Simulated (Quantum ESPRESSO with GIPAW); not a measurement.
# Off-centring in BaZrO3 seen by 91Zr

In the cubic cell the series varies the shift of Zr along [001] from the centre of its octahedron, all other atoms held. GIPAW with PBEsol and plane-wave PAW files from pslibrary 1.0.0 recipes (Ba spn, Zr spn, O n), cutoffs 55 and 330 Ry, a 6×6×6 mesh in every shielding run (Quantum ESPRESSO with GIPAW, a patched development version), without spin-orbit coupling. The atoms are held where the series puts them. The cells were built for this series from an entry of the Crystallography Open Database for this compound, not from a prototype; it need not be the form that is stable at ambient conditions.

One member of the series, BaZrO3 (P4mm) at 0.12 Å, as used in the shielding run:

```xyz
5
Lattice="4.1913 0.0000 0.0000 0.0000 4.1913 0.0000 0.0000 0.0000 4.1913" Properties=species:S:1:pos:R:3 pbc="T T T"
Ba    0.0000    0.0000    0.0000
Zr    2.0957    2.0957    2.2157
O     2.0957    2.0957    0.0000
O     2.0957    0.0000    2.0957
O     0.0000    2.0957    2.0957
```

```tsv
shift d (Å)	d² (Å²)	σ_iso of Zr (ppm)
0	0.0000	1435.19
0.03	0.0009	1434.17
0.06	0.0036	1431.23
0.09	0.0081	1426.88
0.12	0.0144	1421.61
0.15	0.0225	?
0.18	0.0324	1410.11
0.21	0.0441	1404.47
0.24	0.0576	1399.21
```

**Task.** Fit σ_iso of Zr against x, the square of the shift in Å²; judge whether a straight line is enough, and predict the withheld row (x = 0.0225 Å²).

1. The 8 known rows give Σx = 0.1611, Σy = 11362.87, Σx² = 0.00659907 and Σxy = 226.691280.

2. Slope b = (nΣxy − ΣxΣy)/(nΣx² − (Σx)²) = -634.45 and intercept a = (Σy − bΣx)/n = 1433.13 ppm.

3. Residuals y − a − bx, in the order of the table: +2.06, +1.61, +0.38, -1.12, -2.39, -2.47, -0.69, +2.62 ppm; r.m.s. 1.8 ppm, R² = 0.980. They bend, and a quadratic term takes most of them away: y = 1434.7949 − 973.5767 x + 6266.648 x², r.m.s. 0.35 ppm.

4. At x = 0.0225 Å², inside the fitted range, the line gives 1418.86 ppm and the parabola 1416.06 ppm.

5. The run gives 1415.90 ppm. The line misses by +2.96 ppm, the parabola by +0.16 ppm; that is within twice the r.m.s. of the parabola. Verdict: a line is not enough; the parabola both fits and predicts better.

Between neighbouring rows of the full table the slope is -11 ppm for 0.01 Å² of d² at the low end and -3.9 at the high end. The cubic cell has a mirror across the shift, so a quantity of the moved atom, or a mean over an element, is even in d: hence the fit against d². The macroscopic shape term is left out. It is common to all sites of a cell; for a sphere, judged roughly from the xx and yy parts of the valence susceptibility, it lies between 5.7 and 6.6 ppm in these runs.

[Logs are printed without paths, hosts, clocks, repeated set-up lines and the standing remarks that a program may print on its own settings, such as how far it seeks lower states.]

[Hosts, paths, dates, database ids (printed as entryN), source tags and the programs' standing remarks are cut or masked in the printed files.]
